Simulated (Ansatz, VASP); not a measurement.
# SiC (Moissanite): VASP beside Ansatz

```
Si C
1.0
     3.09199    0.00000    0.00000
    -1.54599    2.67774    0.00000
     0.00000    0.00000    5.07376
Si C
2 2
Cartesian
  0.0000 1.7852 0.0232
  1.5460 0.8926 2.5600
  0.0000 1.7852 1.9302
  1.5460 0.8926 4.4671
```

Alike in both runs: functional PBE; k mesh 12 × 12 × 6; occupations gaussian, width 0.02 eV; no spin polarisation.

Ansatz relaxed the structure, and its values are those at the end. VASP's run is a single point on that final structure, the one shown.

|  | VASP | Ansatz |
| --- | --- | --- |
| version | VASP 6.6.1 | Ansatz 0.2.0 |
| potentials or method | VASP PAW PBE potentials, release 64 (Si, C) | scalar-relativistic, plane waves, PAW |
| plane-wave cutoff (eV) | 520 | 420 |
| valence electrons in the cell | 16 | 16 |

```tsv
	VASP	Ansatz	Ansatz less VASP
gap on the k mesh at the Fermi level (eV)	2.30	2.31	+0.004
least direct gap on the mesh (eV)	3.94	3.94	+0.003
pressure (GPa)	0.0	0.0	+0.05
```

A k mesh can miss the band edges.
